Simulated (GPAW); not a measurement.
# Rb (Fm-3m) in GPAW: single point with PBE

Aim: the single point of Rb with PBE.

Everything below comes from runs of GPAW 26.7.0. Logs are shortened: lines on timing, memory, paths and dates and some standing lists are left out, and cuts for length are marked. The log counts tension as positive stress, the text compression.

**1. The crystal as given**

The structure is cubic, space group Fm-3m (No. 225). Conventional cell: a = 7.280 Å, b = 7.280 Å, c = 7.280 Å, α = 90.00°, β = 90.00°, γ = 90.00°.

This isn't the form of Rb at room conditions, which is bcc.

**2. Single point, PBE**

Contents of Rb.cif:

```cif
data_Rb
_cell_length_a 5.14757427
_cell_length_b 5.14757427
_cell_length_c 5.14757427
_cell_angle_alpha 60.00000000
_cell_angle_beta 60.00000000
_cell_angle_gamma 60.00000000
_space_group_name_H-M_alt 'P1'
_space_group_name_Hall 'P 1'
_space_group_IT_number 1
loop_
_space_group_symop_operation_xyz
'x,y,z'
loop_
_atom_site_label
_atom_site_type_symbol
_atom_site_symmetry_multiplicity
_atom_site_Wyckoff_symbol
_atom_site_fract_x
_atom_site_fract_y
_atom_site_fract_z
_atom_site_occupancy
Rb1 Rb 1 a 0.0000000000 0.0000000000 0.0000000000 1
```

Potentials or basis: GPAW PAW data sets (gpaw-data 1.2.1), pw.

Run with:

```
OMP_NUM_THREADS=1 gpaw run Rb.cif -p 'mode=PW(600),xc=PBE,kpts={size:(6,6,6),gamma:True},occupations={name:fermi-dirac,width:0.05},nbands=11,convergence={density:1e-05,energy:1e-05},maxiter=150,txt=gpaw.txt' --properties efs -w gs.gpw
```

Standard output:

```text
__  _  _
 | _ |_)|_||  |
 |__||  | ||/\| - 26.7.0

Input parameters:
  mode=PW(ecut=600.0),
  convergence={'density': 1e-05, 'energy': 1e-05},
  kpts=MonkhorstPack(size=[6, 6, 6], gamma=True),
  maxiter=150,
  nbands=11,
  occupations=Occupations(name='fermi-dirac', width=0.05),
  xc=XC(name='PBE')

Diagonalizing LCAO Hamiltonian
Converting LCAO to pw mode

       Rb

Atoms  # Å, Bohr magnetons
|   | symbol |        x |        y |        z |    initial magnetic moments |
|---|--------|----------|----------|----------|-----------------------------|
| 0 |     Rb | 0.000000 | 0.000000 | 0.000000 | ( 0.0000,  0.0000,  0.0000) |

Unit cell  # Å
| periodic |        x |        y |        z |  lengths |    angles |
|----------|----------|----------|----------|----------|-----------|
|      yes | 5.147574 | 0.000000 | 0.000000 | 5.147574 | 60.000000 |
|      yes | 2.573787 | 4.457930 | 0.000000 | 5.147574 | 60.000000 |
|      yes | 2.573787 | 1.485977 | 4.202977 | 5.147574 | 60.000000 |

Number of symmetries: 48
Symmetry operations  # r_c * U_cc + t_c -> r_c
|    | kind |            matrix            |
|----|------|------------------------------|
|  0 |  σ   |  1, 0, 0,  1, 0,-1,  1,-1, 0 |
|  1 |  C2  |  1, 0, 0,  1,-1, 0,  1, 0,-1 |
|  2 |  E   |  1, 0, 0,  0, 1, 0,  0, 0, 1 |
|  3 |  σ   |  1, 0, 0,  0, 0, 1,  0, 1, 0 |
|  4 |  C4  |  1, 0,-1,  1, 0, 0,  1,-1, 0 |
|  5 |  S6  |  1, 0,-1,  1,-1, 0,  1, 0, 0 |
|  6 |  σ   |  1, 0,-1,  0, 1,-1,  0, 0,-1 |
|  7 |  C3  |  1, 0,-1,  0, 0,-1,  0, 1,-1 |
|  8 |  S6  |  1,-1, 0,  1, 0, 0,  1, 0,-1 |
|  9 |  C4  |  1,-1, 0,  1, 0,-1,  1, 0, 0 |
| 10 |  C3  |  1,-1, 0,  0,-1, 1,  0,-1, 0 |
| 11 |  σ   |  1,-1, 0,  0,-1, 0,  0,-1, 1 |
| 12 |  σ   |  0, 1, 0,  1, 0, 0,  0, 0, 1 |
| 13 |  C4  |  0, 1, 0,  0, 1,-1, -1, 1, 0 |
| 14 |  C3  |  0, 1, 0,  0, 0, 1,  1, 0, 0 |
| 15 |  S6  |  0, 1, 0, -1, 1, 0,  0, 1,-1 |
| 16 |  C2  |  0, 1,-1,  1, 0,-1,  0, 0,-1 |
| 17 |  σ   |  0, 1,-1,  0, 1, 0, -1, 1, 0 |
| 18 |  S4  |  0, 1,-1,  0, 0,-1,  1, 0,-1 |
| 19 |  C4  |  0, 1,-1, -1, 1, 0,  0, 1, 0 |
| 20 |  C3  |  0, 0, 1,  1, 0, 0,  0, 1, 0 |
| 21 |  σ   |  0, 0, 1,  0, 1, 0,  1, 0, 0 |
| 22 |  S6  |  0, 0, 1,  0,-1, 1, -1, 0, 1 |
| 23 |  C4  |  0, 0, 1, -1, 0, 1,  0,-1, 1 |
| 24 |  S4  |  0, 0,-1,  1, 0,-1,  0, 1,-1 |
| 25 |  C3  |  0, 0,-1,  0, 1,-1,  1, 0,-1 |
| 26 |  C2  |  0, 0,-1,  0,-1, 0, -1, 0, 0 |
| 27 |  S6  |  0, 0,-1, -1, 0, 0,  0,-1, 0 |
| 28 |  S4  |  0,-1, 1,  1,-1, 0,  0,-1, 0 |
| 29 |  C4  |  0,-1, 1,  0, 0, 1, -1, 0, 1 |
| 30 |  C2  |  0,-1, 1,  0,-1, 0,  1,-1, 0 |
| 31 |  σ   |  0,-1, 1, -1, 0, 1,  0, 0, 1 |
| 32 |  C3  |  0,-1, 0,  1,-1, 0,  0,-1, 1 |
| 33 |  S6  |  0,-1, 0,  0, 0,-1, -1, 0, 0 |
| 34 |  S4  |  0,-1, 0,  0,-1, 1,  1,-1, 0 |
| 35 |  C2  |  0,-1, 0, -1, 0, 0,  0, 0,-1 |
| 36 |  C2  | -1, 1, 0,  0, 1, 0,  0, 1,-1 |
| 37 |  S6  | -1, 1, 0,  0, 1,-1,  0, 1, 0 |
| 38 |  S4  | -1, 1, 0, -1, 0, 1, -1, 0, 0 |
| 39 |  C3  | -1, 1, 0, -1, 0, 0, -1, 0, 1 |
| 40 |  S6  | -1, 0, 1,  0, 0, 1,  0,-1, 1 |
| 41 |  C2  | -1, 0, 1,  0,-1, 1,  0, 0, 1 |
| 42 |  C3  | -1, 0, 1, -1, 1, 0, -1, 0, 0 |
| 43 |  S4  | -1, 0, 1, -1, 0, 0, -1, 1, 0 |
| 44 |  C2  | -1, 0, 0,  0, 0,-1,  0,-1, 0 |
| 45 |  i   | -1, 0, 0,  0,-1, 0,  0, 0,-1 |
| 46 |  σ   | -1, 0, 0, -1, 1, 0, -1, 0, 1 |
| 47 |  C2  | -1, 0, 0, -1, 0, 1, -1, 1, 0 |

BZ-sampling:
  Number of BZ points: 216
  Number of IBZ points: 16

  Monkhorst-Pack size: [6, 6, 6]
  Monkhorst-Pack shift: [0.08333333333333333, 0.08333333333333333, 0.08333333333333333]

K-points  # in reciprocal-cell coordinates
|     |                                coordinates |     weight |
|-----|--------------------------------------------|------------|
|   0 | (  0.00000000,   0.00000000,   0.00000000) | 0.00462963 |
|   1 | (  0.16666667,   0.16666667,   0.00000000) | 0.02777778 |
|   2 | (  0.16666667,   0.16666667,   0.16666667) | 0.03703704 |
|   3 | (  0.33333333,   0.16666667,   0.16666667) | 0.05555556 |
|   4 | (  0.33333333,   0.33333333,  -0.33333333) | 0.05555556 |
|   5 | (  0.33333333,   0.33333333,   0.00000000) | 0.02777778 |
|   6 | (  0.33333333,   0.33333333,   0.16666667) | 0.11111111 |
|   7 | (  0.33333333,   0.33333333,   0.33333333) | 0.03703704 |
|   8 | (  0.50000000,   0.33333333,  -0.33333333) | 0.11111111 |
|   9 | (  0.50000000,   0.33333333,  -0.16666667) | 0.05555556 |
| ... |                                            |            |
|  15 | (  0.50000000,   0.50000000,   0.50000000) | 0.01851852 |

Plane wave coefficients: 3250
Cutoff: 600.0 eV

Spin-components: 1 (collinear spins)
Bands:           11
Projectors:      5
Spin-degeneracy: 2
Datatype:        complex128

Parallelization:
  kpt:    1
  domain: 1
  band:   1

Density:
  Valence electrons: 9.0
  Components: 1
  Grid points: [30 30 30]
  Charge: 0.0  # |e|

Potential:
  Grid points: [30 30 30]

species:
  Rb:
    name:    Rubidium
    Z:       37.0
    valence: 9
    core:    28
    charge:  0.0  # [|e|]
    compensation charges:
      type: gauss
      rc: 0.38  # [Å]
      lmax: 2
    cutoffs:
      filter: 2.43  # [Å]
      core: 1.99  # [Å]
    projectors
    | kind |    occ | energy [eV] | rcut [Å] |
    |------|--------|-------------|----------|
    |   4s |  2.000 |     -31.879 |    1.376 |
    |   5s |  1.000 |      -2.231 |    1.376 |
    |   4p |  6.000 |     -15.966 |    1.270 |
    |    p |        |      11.245 |    1.270 |
    |    d |        |       0.000 |    1.217 |

    Using partial waves for Rb as LCAO basis

Reference energy: -81103.352423  # eV

eigensolver:
  PPCG
  Converge bands: occupied
  niter=2

density mixing:
  MSR1-Mixer
  Pratt-step length: 0.05
  Maximum mixing coefficient: 0.75
  Old densities: 10
  SVD Regularization: 0.005
  Good broyden scale: 1.0
  Trust region scale: 1.0
  Backstep threshold: 4.0
  History deletion threshold: 6.0
  Fourier metric: weight=20.0, sigma=0.015

occupation numbers:
  Fermi-Dirac:
    width: 0.0500  # eV

poisson solver:
  ecut: 4800.0  # eV

xc functional:
  name: PBE with 2 nearest neighbor stencil

convergence criteria:
- Maximum integral of absolute [dens]ity change: 1e-05 electrons / valence electron
- Maximum [total energy] change in last 3 cyles: 1e-05 eV / valence electron
- Maximum integral of absolute [eigenst]ate change: 4e-08 eV^2 / valence electron
maximum number of iterations: 150

SCF iterations
|iter     | |      energy | eigst |  dens |
|---------|-|-------------|-------|-------|
|iter:   1| |   -1.048567 | -0.78 |       |
|iter:   2| |   -1.027484 | -2.61 | -1.28 |
|iter:   3| |   -0.898441 | -2.20 | -1.32 |
|iter:   4| |   -0.896409 | -3.33 | -1.78 |
|iter:   5| |   -0.896858 | -4.27 | -2.10 |
|iter:   6| |   -0.896860 | -6.05 | -3.32 |
|iter:   7| |   -0.896861c| -7.33 | -3.67 |
|iter:   8| |   -0.896861c| -8.22c| -5.07c|

Converged in 8 steps
Energy contributions relative to reference atoms: (reference = -81103.352423)

Energy contributions:
  Kinetic:           0.894212
  Coulomb:          -0.806786
  Zero:             -0.015625
  External:          0.000000
  Xc:               -0.964489
  Entropy:          -0.008347
  Spinorbit:         0.000000
  ----------------------------
  Free energy:      -0.901034
  Extrapolated:     -0.896861

dipole moment: (-39.435342, -22.768005, -16.099411)  # |e|*Ang

Fermi level: 0.933
Eigenvalues  # (at kpt = [0.000, 0.000, 0.000])
| band index |      eig [eV] | occ [0-2] |
|------------|---------------|-----------|
|          0 |       -27.929 |     2.000 |
|          1 |       -11.993 |     2.000 |
|          2 |       -11.993 |     2.000 |
|          3 |       -11.993 |     2.000 |
|          4 |        -0.905 |     2.000 |
|          5 |         4.532 |     0.000 |
|          6 |         4.532 |     0.000 |
|          7 |         4.532 |     0.000 |
|          8 |         5.812 |     0.000 |
|          9 |         5.812 |     0.000 |
|         10 |         6.893 |     0.000 |

No gap
No difference between direct/indirect transitions

Forces  # eV/Ang
|       x |        y |        z |
|---------|----------|----------|
| 0.00000 | -0.00000 | -0.00000 |  # Rb   0

Stress tensor  # eV/Ang^3
|         x |         y |         z |
|-----------|-----------|-----------|
|  0.000823 |  0.000000 | -0.000000 |
|  0.000000 |  0.000823 |  0.000000 |
| -0.000000 | -0.000000 |  0.000823 |

# Writing to gs.gpw (mode='')
```

It took 5.8 s on 1 thread of Intel Xeon 6975P-C (Granite Rapids), shared host; peak memory 0.17 GiB.

What came out:

```yaml
Free_energy: -0.9010 eV
Pressure: -0.1 GPa
Band_gap_on_the_k_mesh: none (metal or under the smearing width)
```

**3. The reference run**

An earlier run on the cell as given: functional PBE; potentials or basis GPAW PAW data sets (gpaw-data 1.2.1); cutoff 600 eV; basis pw; k mesh 6 × 6 × 6; occupations fermi-dirac, width 0.05 eV; no spin polarisation.

* Pressure: -0.1 GPa
* Band gap on the k mesh: none (metal or under the smearing width)
